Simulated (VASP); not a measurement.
**Si: relaxation of cell and atoms with PBE**

Crystal: Si.

```
Si
1.0
     0.00000    2.72185    2.72185
     2.72185    0.00000    2.72185
     2.72185    2.72185    0.00000
Si
2
Direct
  0.75000 0.75000 0.75000
  0.50000 0.50000 0.50000
```

```
Program                : VASP 6.6.1
Task                   : relaxation of cell and atoms
Functional             : PBE
Potentials or basis    : VASP PAW PBE potentials, release 64 (Si)
Cutoff                 : 600 eV
k mesh                 : 8 × 8 × 8
Occupations            : gaussian, width 0.02 eV
Spin                   : no spin polarisation
Further INCAR settings : ALGO = Normal; EDIFF = 1e-06; IBRION = 2; EDIFFG = -0.01; NSW = 40; ISIF = 3
```

The relaxed volume is 20.44 Å³/atom. The relaxed cell is a = 3.867 Å, b = 3.867 Å, c = 3.867 Å, α = 60.00°, β = 60.00°, γ = 60.00°, the space group after relaxing (to 0.05 Å) is Fd-3m (No. 227) and the energy gained by relaxing is 1.1 meV/atom. The ionic steps are 3. The pressure after relaxing is 0.0 GPa and the band gap on the k mesh is 0.65 eV, indirect (least direct gap 2.56 eV).

Step by step:
```csv
step,energy change (eV),largest force (eV/Å),pressure (GPa),volume (Å³)
1,0.0000,0.0000,1.27,40.33
2,-0.0012,0.0000,-0.81,41.27
3,-0.0022,0.0000,0.01,40.89
```

Final structure:
```
Si
1.0
     0.00000    2.73434    2.73434
     2.73434    0.00000    2.73434
     2.73434    2.73434    0.00000
Si
2
Direct
  0.75000 0.75000 0.75000
  0.50000 0.50000 0.50000
```

Levels at points of the mesh, in eV from the valence-band top:
```csv
k point,band 2,band 3,band 4,band 5,band 6,band 7
"(0.00, 0.00, 0.00)",0.00,0.00,0.00,2.56,2.56,2.56
"(0.50, 0.00, 0.00)",-6.87,-1.18,-1.18,1.47,3.35,3.35
"(0.50, 0.50, 0.00)",-7.75,-2.79,-2.79,0.75,0.75,9.94
```

Wall time 7.3 s on 1 thread of Intel(R) Xeon(R) 6975P-C (Granite Rapids), with other jobs on the host, peak memory 0.17 GiB.

A k mesh can miss the band edges. Expect the measured gap to be larger: semilocal functionals such as PBE lack the derivative discontinuity.
